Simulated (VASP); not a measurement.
# Scissors shift and band stretching in zinc-blende AlN (F-43m): G0W0 corrections on PBE across the valence and conduction bands

Models of ultraviolet emitters and of high-field transport in AlN need energies well away from the band edges, where hot carriers travel and higher optical transitions begin. A common shortcut takes the PBE bands and moves all conduction levels up by one constant, the scissors shift. Whether that suffices for the zinc-blende form is examined here with one-shot G0W0 corrections for levels in both sets of bands. Each correction is the quasiparticle energy less the Kohn-Sham energy, with both scales set to zero at their own valence-band top. A rigid shift would therefore give zero for every valence level and a single positive value for every conduction level.

## Systems and settings

A cell from the Materials Project database, fixed. VASP 6.6.1, plane waves with PAW (data sets made for GW), cutoff 450 eV, no spin polarisation, no spin-orbit coupling. One-shot G0W0 on PBE, full frequency, k mesh 4×4×4, 200 bands, response cutoff 260 eV, short of the basis limit. All rows come from one run. The rows are a selection: up to six levels of each kind, spread evenly over the top 6.5 eV of the valence bands and the lowest 6 eV of the conduction bands, with Z between 0.6 and 0.95; over all 34 such levels the corrections run from -0.26 to 1.84 eV. Both energy scales are set to zero at their own valence-band top among the k points computed. k points are in fractions of the reciprocal vectors.

Notes on method and selection:

- The k mesh is coarse and need not hold the band edges; the size of the corrections depends on it.
- Where a crystal was run more than once, the run with the largest basis is shown; crystals whose screening a coarse mesh overstates, or whose filled d shells need far more bands, were left out.
- Runs that did not converge, have known faults or may not be shown are not listed, and runs on Ansatz's PAW sets soft_1 and soft_2 are kept to separate tables.

Columns:

- KS energy (eV): Kohn-Sham energy of the level from the valence-band top.
- Z: renormalisation factor Z.
- correction (eV): quasiparticle energy less Kohn-Sham energy, each from its valence-band top.

Input lines of one member:

```
PREC = Accurate
ENCUT = 450
ISMEAR = 0
SIGMA = 0.01
LREAL = .FALSE.
GGA = PE
NBANDS = 200
ALGO = EVGW0
NELMGW = 1
ENCUTGW = 260
NOMEGA = 64
PRECFOCK = Fast
NBANDSGW = 16
```

Command (options for logging and memory left out): `mpirun -np 8 vasp_std`

## The series

| member | kind of band | KS energy (eV) | Z | correction (eV) |
| --- | --- | --- | --- | --- |
| band 2 at (0.5, 0, 0) | valence | −5.88 | 0.721 | −0.263 |
| band 2 at (−0.25, 0.25, 0) | valence | −4.38 | 0.738 | −0.239 |
| band 2 at (0.25, 0.25, 0) | valence | −2.90 | 0.756 | −0.164 |
| band 3 at (0.5, 0.25, 0) | valence | −2.34 | 0.757 | −0.173 |
| band 4 at (−0.25, 0.25, 0) | valence | −0.53 | 0.769 | −0.047 |
| band 4 at Γ | valence | 0.00 | 0.773 | 0.000 |
| band 5 at (0.5, 0.5, 0) | conduction | 3.29 | 0.820 | 1.465 |
| band 5 at (0.5, 0.25, 0) | conduction | 5.87 | 0.805 | 1.626 |
| band 5 at (−0.25, 0.5, 0.25) | conduction | 6.03 | 0.797 | ? |
| band 5 at (0.25, 0, 0) | conduction | 6.44 | 0.790 | 1.782 |
| band 5 at (−0.25, 0.25, 0) | conduction | 7.80 | 0.783 | 1.764 |
| band 6 at (−0.25, 0.25, 0) | conduction | 9.22 | 0.794 | 1.845 |

Cells marked ? are withheld until the estimate has been made.

Least-squares fits to the members shown, with x = KS energy (eV); R² and errors in the fitted variable (y, or ln y where the fit is in ln y):

| y | kind of band | members | fit | R² | rms residual | leave-one-out rms | the same for the mean of the others |
| --- | --- | --- | --- | --- | --- | --- | --- |
| correction (eV) | valence | 6 | y = −0.02722 + 0.04508 x | 0.94 | 0.024 | 0.041 | 0.11 |
| correction (eV) | conduction | 5 | y = 1.276 + 0.06438 x | 0.89 | 0.046 | 0.071 | 0.17 |

## Reading the trend

The correction is a scissors shift with a clear stretch added to it. The largest part is the jump across the gap: 0.000 eV at the valence-band top and 1.465 eV at the lowest conduction level shown, (0.5, 0.5, 0). Within the valence bands the correction reaches −0.263 eV at −5.88 eV, so this span widens by 0.263 / 5.88 = 0.045, or 4.5%. Between the lowest and highest conduction levels shown it grows by 1.845 − 1.465 = 0.380 eV over 9.22 − 3.29 = 5.93 eV, a widening of 6.4%. A scissors shift fixed at the lowest conduction level would thus place the separation of the two outermost levels too low by 0.263 + 0.380 = 0.643 eV, compared with the G0W0 result.

Both parts are expected from the non-local screened exchange in the self-energy, which the local PBE potential replaces only on average. Exchange with the occupied states, largely N 2p near the valence-band top, favours filled levels over empty ones and opens the gap. It also tends to bind deep valence levels more strongly and high conduction levels less strongly than PBE does, which widens both sets of bands; dynamical correlation offsets part of this.

The factor Z scales the shift of each level. It is 0.820 at the lowest conduction level and smaller at the higher ones, so for levels that move upwards it works against the stretch rather than causing it.

Energy alone does not fix the correction. The level at (0.25, 0, 0) has 1.782 eV, slightly more than the 1.764 eV of a level 1.36 eV higher, which points to a dependence on orbital character and wave vector. The linear stretch is nevertheless a useful description: its leave-one-out errors, 0.041 eV for valence and 0.071 eV for conduction levels, are well below the 0.11 and 0.17 eV of a constant. The coarse mesh and limited basis leave the absolute size of the gap correction less certain than the presence of the stretch.

## Prediction

Plain estimates from the members shown:

- band 5 at (−0.25, 0.5, 0.25) (conduction), fit at x = 6.03: 1.664 eV
- band 5 at (−0.25, 0.5, 0.25) (conduction), straight-line interpolation between band 5 at (0.5, 0.25, 0) and band 5 at (0.25, 0, 0): w = (6.03 − 5.87) / (6.44 − 5.87) = 0.281, so 1.626 + 0.281 × (1.782 − 1.626) = 1.670 eV

The withheld level, band 5 at (−0.25, 0.5, 0.25), lies at 6.03 eV, inside the range of the conduction levels shown. The linear fit to those levels is preferred to interpolation between the two neighbours, because the upper neighbour, (0.25, 0, 0), would carry its own departure into the result. The fit gives 1.276 + 0.06438 × 6.44 = 1.691 eV there, and the level stands 1.782 − 1.691 = 0.091 eV above it. For the lower neighbour, (0.5, 0.25, 0), the fit gives 1.276 + 0.06438 × 5.87 = 1.654 eV, and the level lies 1.654 − 1.626 = 0.028 eV below it.

The fit gives 1.276 + 0.06438 × 6.03 = 1.664 eV.

The wave vector offers a possible reason for a shift. The withheld level is at the zone-boundary point W, whereas (0.25, 0, 0) lies halfway from Γ to L, where more s character may raise the correction. That would favour a value nearer the lower neighbour. The Z of 0.797 is about midway between the 0.790 of the upper neighbour and the 0.805 of the lower one, so it gives no guidance. As the few rows available cannot calibrate an effect of wave vector, no shift is applied.

The error bar is the leave-one-out error of the conduction fit, 0.071 eV, which includes the level-to-level scatter at similar energies. The estimate is 1.66 ± 0.07 eV.

**Committed estimate, band 5 at (−0.25, 0.5, 0.25) (conduction): correction = 1.66 ± 0.07 eV.**

## The answer

| member | kind of band | KS energy (eV) | Z | correction (eV) |
| --- | --- | --- | --- | --- |
| band 5 at (−0.25, 0.5, 0.25) | conduction | 6.03 | 0.797 | 1.670 |

| member | estimate | correction (eV) | computed | estimate − computed | miss in error bars |
| --- | --- | --- | --- | --- | --- |
| band 5 at (−0.25, 0.5, 0.25) (conduction) | committed | 1.660 | 1.670 | −0.010 | 0.1 |
| band 5 at (−0.25, 0.5, 0.25) (conduction) | fit | 1.664 | 1.670 | −0.006 |  |
| band 5 at (−0.25, 0.5, 0.25) (conduction) | interpolation | 1.670 | 1.670 | 0.000 |  |

The computed correction is 1.670 eV against the estimate of 1.66 ± 0.07 eV, a miss of 0.010 eV and well inside the error bar. Both plain estimates came slightly closer, the fit at 1.664 eV and the interpolation at 1.670 eV, but differences of this size carry no meaning.

The decision to apply no shift for wave vector or Z held. The objection to interpolation did not matter in this case. The upper neighbour's departure from the earlier fit entered with a weight of 0.281, adding 0.281 × 0.091 = 0.026 eV, and the lower neighbour's, with the weight 1 − 0.281 = 0.719, took away 0.719 × 0.028 = 0.020 eV, so the two nearly cancelled.

The result fits a conduction-band stretch that is roughly linear in energy, but hardly tests it. The level lies near the middle of the range, where a constant does almost as well: the mean of the other five conduction levels, (1.465 + 1.626 + 1.782 + 1.764 + 1.845) / 5 = 1.696 eV, misses by only 1.696 − 1.670 = 0.026 eV. Nor does the result test screened exchange as the cause, since any mechanism giving the same slope would have predicted this level equally well.

## Where the trend breaks

Least-squares fits to the whole series, with x = KS energy (eV); R² and errors in the fitted variable (y, or ln y where the fit is in ln y):

| y | kind of band | members | fit | R² | rms residual | leave-one-out rms | the same for the mean of the others |
| --- | --- | --- | --- | --- | --- | --- | --- |
| correction (eV) | valence | 6 | y = −0.02722 + 0.04508 x | 0.94 | 0.024 | 0.041 | 0.11 |
| correction (eV) | conduction | 6 | y = 1.278 + 0.06427 x | 0.89 | 0.042 | 0.061 | 0.15 |

Largest departures from the fit to the whole series:

| member | kind of band | correction (eV) | fit | computed − fit | in rms residuals |
| --- | --- | --- | --- | --- | --- |
| band 5 at (0.25, 0, 0) | conduction | 1.782 | 1.692 | +0.090 | 2.2 |
| band 3 at (0.5, 0.25, 0) | valence | −0.173 | −0.133 | −0.040 | 1.7 |
| band 2 at (0.5, 0, 0) | valence | −0.263 | −0.292 | +0.029 | 1.2 |
| band 4 at Γ | valence | 0.000 | −0.027 | +0.027 | 1.1 |

Of the levels shown, band 5 at (0.25, 0, 0) stands out most, 0.090 eV above the conduction fit. It lies 0.41 eV above the level at W, for which the slope allows 0.06427 × 0.41 = 0.026 eV, yet its correction is larger by 1.782 − 1.670 = 0.112 eV. Its slightly smaller Z has the wrong sign to explain this, because it reduces an upward shift. Stronger s character towards Γ is a possible cause; uneven convergence between k points, with the coarse mesh or the limited basis, is another.

A level missing from the table departs further. The lowest conduction level at Γ falls in the wide space between the rows at 3.29 and 5.87 eV, and the same run puts its correction further above the line than that of any level shown. The conduction rows are thus less evenly spread than I stated at the start, and below 5.87 eV the line rests on (0.5, 0.5, 0) alone.

The correction at (0.5, 0.5, 0) also depends strongly on the basis. When bands and response cutoff were raised together, it grew by more than the correction of the Γ level, and the difference between the two shrank by more than the typical error of the line. In reading the trend I took the limited basis to affect mainly the size of the gap, which was too narrow a view. The 6.4% widening of the conduction bands and the 0.643 eV between the outermost levels both depend on this level, so their size is not converged either.

The valence departures are smaller and reflect curvature as well as scatter between levels of similar energy. The level at Γ is zero by definition, but the fit is not forced through it and passes 0.027 eV below. Band 3 at (0.5, 0.25, 0) then falls 0.040 eV below the line and the deepest level 0.029 eV above it. From the top to the level at −2.90 eV, which lies close to the line, the correction changes by 0.164 / 2.90 = 0.057 eV per eV. From there to −5.88 eV it changes by 0.263 − 0.164 = 0.099 eV over 5.88 − 2.90 = 2.98 eV, or only 0.099 / 2.98 = 0.033 eV per eV. The fall of Z with depth would act in this direction if the levels move down on an absolute scale.

## Summary

At these settings the G0W0 correction in zinc-blende AlN is roughly a scissors shift plus a stretch, for valence levels down to −5.88 eV and conduction levels from 3.29 to 9.22 eV on the PBE scale. When each level shown is left out in turn, the lines miss it by typically 0.04 eV in the valence bands and 0.06 eV in the conduction bands. Larger misses occur: the conduction level at (0.25, 0, 0) lies 0.090 eV above its line, and the lowest one at Γ, not in the table, lies further above it still. The conduction line is therefore a poor guide between 3.29 and 5.87 eV.

For hot electrons, the conduction line puts two levels 3.0 eV apart in PBE about 3.0 × 0.06427 = 0.19 eV further apart in G0W0. This is an average trend at the present basis and does not hold for every pair: from (0.25, 0, 0) to the level 1.36 eV higher, the correction falls by 1.782 − 1.764 = 0.018 eV.

Neither the gap nor the size of the conduction stretch is converged. The gap widened as bands and response cutoff were raised together, so a larger basis would probably raise it further. The lowest conduction level moved more than the one at Γ, so the slope of the conduction line may change as well. Two omitted effects exceed the scatter about the lines: zero-point lattice motion lowers the gap and self-consistency in G raises it, each probably by some tenths of an eV.

[Logs are printed without paths, hosts, clocks, repeated set-up lines and the standing remarks that a program may print on its own settings, such as how far it seeks lower states.]
